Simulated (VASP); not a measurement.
CdSe (Cadmoselite): elastic constants with r2SCAN

CdSe (Cadmoselite):

```
Cd Se
1.0
     4.34550    0.00000    0.00000
    -2.17275    3.76331    0.00000
     0.00000    0.00000    7.08548
Cd Se
2 2
Direct
  0.33333 0.66667 0.00450
  0.66667 0.33333 0.50450
  0.33333 0.66667 0.38050
  0.66667 0.33333 0.88050
```

* Program: VASP 6.6.1
* Task: elastic constants
* Functional: r2SCAN
* Potentials or basis: VASP PAW PBE potentials, release 64 (Cd, Se)
* Cutoff: 600 eV
* k mesh: 9 × 9 × 4
* Occupations: gaussian, width 0.03 eV
* Spin: no spin polarisation
* Ions in elastic constants: relaxed
* Further INCAR settings: ALGO = Normal; EDIFF = 1e-08; IBRION = 6; POTIM = 0.015; NSW = 1; ISIF = 3

* Voigt bulk modulus: 52 GPa
* Highest phonon frequency at Γ, LO-TO splitting left out: 184 cm⁻¹

Phonon frequencies in cm⁻¹ (negative: imaginary):
| q point | frequencies |
| --- | --- |
| (0.000, 0.000, 0.000) | 0 0 0 34 34 122 161 166 166 169 169 184 |

Elastic tensor in Voigt notation (GPa, in the Cartesian axes of the cell as first typed):
```
73 44 37  0  0  0
44 73 37  0  0  0
37 37 82  0  0  0
 0  0  0 13  0  0
 0  0  0  0 13  0
 0  0  0  0  0 14
```

Clamped-ion elastic tensor (GPa):
```
100  33  22   0   0   0
 33 100  22   0   0   0
 22  22 110   0   0   0
  0   0   0  21   0   0
  0   0   0   0  21   0
  0   0   0   0   0  33
```

Wall time 2.4 h on 2 MPI ranks on Intel(R) Xeon(R) Platinum 8259CL CPU @ 2.50GHz (Skylake/Cascade Lake), with other jobs on the host, peak memory 0.9 GiB a rank.

Caveat: the PAW data sets were made with another functional, which shifts forces and pressure a little.
